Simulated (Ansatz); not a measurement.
# B: the cost of one run

Method: DFT PBEsol, scalar-relativistic, plane waves, PAW, in Ansatz 0.2.0.

## 1. Starting point

The structure is trigonal, space group R-3m (No. 166). Conventional cell: a = 2.629 Å, b = 2.629 Å, c = 7.314 Å, α = 90.00°, β = 90.00°, γ = 120.00°. B (site symmetry 3m) has 3 B at 1.76 Å as nearest neighbours.

Coordinates:

```
B
1.0
     1.31467    0.75903    2.43790
    -1.31467    0.75903    2.43790
     0.00000   -1.51805    2.43790
B
2
Direct
  0.22754 0.22754 0.22754
  0.77246 0.77246 0.77246
```

This is candidate A: grey arsenic (A7) type (R-3m, No. 166).

(A quick probe on a coarse mesh, which set the mesh and smearing, is not shown.)

## 3. Rough relaxation on the coarse mesh (candidate A)

The input, input.yaml:

```yaml
crystal:
  lattice:
    - [1.3146712942, 0.7590258256, 2.4379002952]
    - [-1.3146712942, 0.7590258256, 2.4379002952]
    - [0.0, -1.5180516513, 2.4379002952]
  atoms:
    - { symbol: B, position: [0.22754, 0.22754, 0.22754] }
    - { symbol: B, position: [0.77246, 0.77246, 0.77246] }
basis:
  ecutwfc: 420
kpoints:
  mp_grid: { grid: [9, 9, 9] }
hamiltonian:
  xc: pbesol
scf:
  occupations: { method: gaussian, width: 0.1 }
  lower_state_search: "off"
output:
  forces: true
  stress: true
  eigenvalues: true
relax:
  adjacent_minimum: "off"
  f_tol: 0.04
  max_steps: 70
  cell: { stress_tol: 0.4 }
```

Q: Estimate wall time and peak memory on 1 thread of an x86-64 CPU, shared host.

About 4.5 s, with a peak of 0.45 GiB.
